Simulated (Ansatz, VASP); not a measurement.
This is a calculation of SnSe for Ansatz 0.2.0. 

Contents of input.yaml:

```yaml
crystal:
  lattice:
    - [11.42, 0.0, 0.0]
    - [0.0, 4.19, 0.0]
    - [0.0, 0.0, 4.46]
  atoms:
    - { symbol: Sn, position: [0.877, 0.75, 0.909] }
    - { symbol: Sn, position: [0.623, 0.25, 0.409] }
    - { symbol: Sn, position: [0.377, 0.75, 0.591] }
    - { symbol: Sn, position: [0.123, 0.25, 0.091] }
    - { symbol: Se, position: [0.643, 0.75, 0.984] }
    - { symbol: Se, position: [0.857, 0.25, 0.484] }
    - { symbol: Se, position: [0.143, 0.75, 0.516] }
    - { symbol: Se, position: [0.357, 0.25, 0.016] }
hamiltonian:
  xc: lda
  pseudopotentials: { kind: paw }
kpoints:
  mp_grid: { grid: [3, 6, 6] }
scf:
  occupations: { method: fermi_dirac, width: 0.05 }
output:
  forces: true
  stress: true
relax:
  f_tol: 0.01
  max_steps: 40
  cell: { stress_tol: 0.05 }
```

Potentials or basis: Ansatz PAW.

Run with:

```bash
$ ansatz run input.yaml --threads 2 --pin off --max-ram 5120MiB --backend cpu --events-out ev --progress --plain --runs-dir out
```

Q: What does the same run look like in VASP 6.6.1? Potentials or basis there: LDA PAW files Se, Sn_d, 600 eV.

A: As run (cutoffs and basis follow the program's own potentials, and thresholds, step limits or extra output files can differ):

Contents of INCAR:

```
SYSTEM = SnSe
PREC = Accurate
ENCUT = 600
EDIFF = 1E-6
ISMEAR = -1
SIGMA = 0.05
LREAL = .False.
LASPH = .True.
NELM = 100
ALGO = Normal
ISIF = 3
LWAVE = .False.
LCHARG = .False.
IBRION = 2
NSW = 60
EDIFFG = -0.02
```

KPOINTS

```
Automatic mesh
0
Gamma
  3 6 6
  0 0 0
```

Contents of POSCAR:

```
SnSe
1.0
   11.4200000000      0.0000000000      0.0000000000
    0.0000000000      4.1900000000      0.0000000000
    0.0000000000      0.0000000000      4.4600000000
Sn Se
4 4
Direct
    0.8770000000      0.7500000000      0.9090000000
    0.6230000000      0.2500000000      0.4090000000
    0.3770000000      0.7500000000      0.5910000000
    0.1230000000      0.2500000000      0.0910000000
    0.6430000000      0.7500000000      0.9840000000
    0.8570000000      0.2500000000      0.4840000000
    0.1430000000      0.7500000000      0.5160000000
    0.3570000000      0.2500000000      0.0160000000
```

Potentials or basis: VASP PAW LDA potentials, release 64 (Sn_d, Se).

The run is started by

```console
$ cat potpaw_LDA.64/Sn_d/POTCAR potpaw_LDA.64/Se/POTCAR > POTCAR
$ mpirun -np 1 vasp_std > vasp.out
```

Both were run:

|  | Ansatz | VASP |
| --- | --- | --- |
| Relaxed volume | 25.17 Å³/atom | 25.19 Å³/atom |
| Relaxed cell | a = 11.320 Å, b = 4.116 Å, c = 4.322 Å, α = 90.00°, β = 90.00°, γ = 90.00° | a = 11.321 Å, b = 4.127 Å, c = 4.314 Å, α = 90.00°, β = 90.00°, γ = 90.00° |
| Space group after relaxing | Pnma (No. 62) | Pnma (No. 62) |
| Pressure after relaxing | 0.0 GPa | -0.1 GPa |

Ansatz's pressure holds a Pulay term of +0.04 GPa for its cutoff of 420 eV, which the other run lacks.

The potentials hold 120 and 80 valence electrons a cell.

Ansatz's potentials were made for PBE.

Where Ansatz's input types no cutoff or centring, it takes its own default and a Γ-centred mesh.

The two programs' LDA may be different fits to the electron gas.

Pressure is positive in compression.
